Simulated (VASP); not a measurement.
Method: PBE GGA, VASP's PBE PAW potentials (set 64) (plane waves; VASP).

VASP ran on this input.

INCAR:
```
! general
SYSTEM =LaAlO3
PREC   =Accurate
ENCUT  =520
LREAL  =.FALSE.
LASPH  =.TRUE.
ICHARG =11

! electronic loop
EDIFF  =1E-7
NELM   =100
ALGO   =Normal
LMAXMIX=6

! smearing
ISMEAR =0
SIGMA  =0.05

! functional
GGA    =PE

! output
LWAVE  =.FALSE.
LCHARG =.FALSE.
LORBIT =11
```

**KPOINTS**
```
k-points along high-symmetry lines
15
Line-mode
Reciprocal
  0.000000   0.000000   0.000000 ! GAMMA
  0.000000   0.500000   0.000000 ! X

  0.000000   0.500000   0.000000 ! X
  0.500000   0.500000   0.000000 ! M

  0.500000   0.500000   0.000000 ! M
  0.000000   0.000000   0.000000 ! GAMMA

  0.000000   0.000000   0.000000 ! GAMMA
  0.500000   0.500000   0.500000 ! R

  0.500000   0.500000   0.500000 ! R
  0.000000   0.500000   0.000000 ! X

  0.500000   0.500000   0.500000 ! R
  0.500000   0.500000   0.000000 ! M
```

**POSCAR**
```
LaAlO3
1
    3.8100000000     0.0000000000     0.0000000000
    0.0000000000     3.8100000000     0.0000000000
    0.0000000000     0.0000000000     3.8100000000
La Al O
1 1 3
Direct
  0.0000000000   0.0000000000   0.0000000000
  0.5000000000   0.5000000000   0.5000000000
  0.5000000000   0.0000000000   0.5000000000
  0.0000000000   0.5000000000   0.5000000000
  0.5000000000   0.5000000000   0.0000000000
```

POTCAR, in this order: La Al O (PBE.64 set). Program: vasp_std. Read from the step before: CHGCAR.

Output of the run:

### OSZICAR
```
       N       E                     dE             d eps       ncg     rms          rms(c)
DAV:   1     0.290034162247E+03    0.29003E+03   -0.13956E+04  3832   0.248E+03
DAV:   2     0.369560751908E+02   -0.25308E+03   -0.23075E+03  4488   0.369E+02
DAV:   3    -0.306583885939E+02   -0.67614E+02   -0.64002E+02  5468   0.180E+02
DAV:   4    -0.379977939172E+02   -0.73394E+01   -0.68878E+01  6096   0.572E+01
DAV:   5    -0.384763755660E+02   -0.47858E+00   -0.47773E+00  5432   0.118E+01
DAV:   6    -0.384946369361E+02   -0.18261E-01   -0.18252E-01  6196   0.237E+00
DAV:   7    -0.384959404021E+02   -0.13035E-02   -0.13034E-02  5392   0.545E-01
DAV:   8    -0.384959982041E+02   -0.57802E-04   -0.57799E-04  6124   0.140E-01
DAV:   9    -0.384960025090E+02   -0.43049E-05   -0.43056E-05  5408   0.335E-02
DAV:  10    -0.384960027341E+02   -0.22512E-06   -0.22517E-06  5788   0.889E-03
DAV:  11    -0.384960027525E+02   -0.18410E-07   -0.18392E-07  3448   0.212E-03
   1 F= -.38496003E+02 E0= -.38496003E+02  d E =-.422339E-22
```

### OUTCAR
```
 val. band max:        7.8694127261   @ k =   0.5000   0.5000   0.5000

 cond. band min:      11.3603918801   @ k =   0.0000   0.0000   0.0000



 k-point     1 :       0.0000    0.0000    0.0000
  band No.  band energies     occupation
      1     -22.6333      2.00000
      2     -10.1695      2.00000
      3      -8.1586      2.00000
      4      -8.1586      2.00000
      5      -6.1853      2.00000
      6      -6.1853      2.00000
      7      -6.1853      2.00000
      8       3.5165      2.00000
      9       3.5165      2.00000
     10       3.5165      2.00000
     11       6.4628      2.00000
     12       6.4628      2.00000
     13       6.4628      2.00000
     14       7.7348      2.00000
     15       7.7348      2.00000
     16       7.7348      2.00000
     17      11.3604      0.00000
     18      11.3604      0.00000
     19      12.4181      0.00000
     20      12.6453      0.00000

 k-point     2 :       0.0000    0.0357    0.0000
  band No.  band energies     occupation
      1     -22.6322      2.00000
      2     -10.1726      2.00000
      3      -8.1765      2.00000
      4      -8.1575      2.00000
      5      -6.1833      2.00000
      6      -6.1833      2.00000
      7      -6.1641      2.00000
      8       3.5144      2.00000
      9       3.5144      2.00000
     10       3.5167      2.00000
     11       6.4430      2.00000
     12       6.4527      2.00000
     13       6.4527      2.00000
     14       7.7067      2.00000
     15       7.7260      2.00000
     16       7.7260      2.00000
     17      11.3793      0.00000
     18      11.3873      0.00000
     19      12.4154      0.00000
     20      12.6422      0.00000

 k-point     3 :       0.0000    0.0714    0.0000
  band No.  band energies     occupation
      1     -22.6290      2.00000
      2     -10.1821      2.00000
      3      -8.2271      2.00000
      4      -8.1552      2.00000
      5      -6.1773      2.00000
      6      -6.1773      2.00000
...
```

The density is held fixed in this step, so its total energy and stress have no physical meaning.

The compound is LaAlO3 in the cubic perovskite structure, the ideal cubic form; the compound distorts at low or room temperature. The cell was not relaxed at this level.
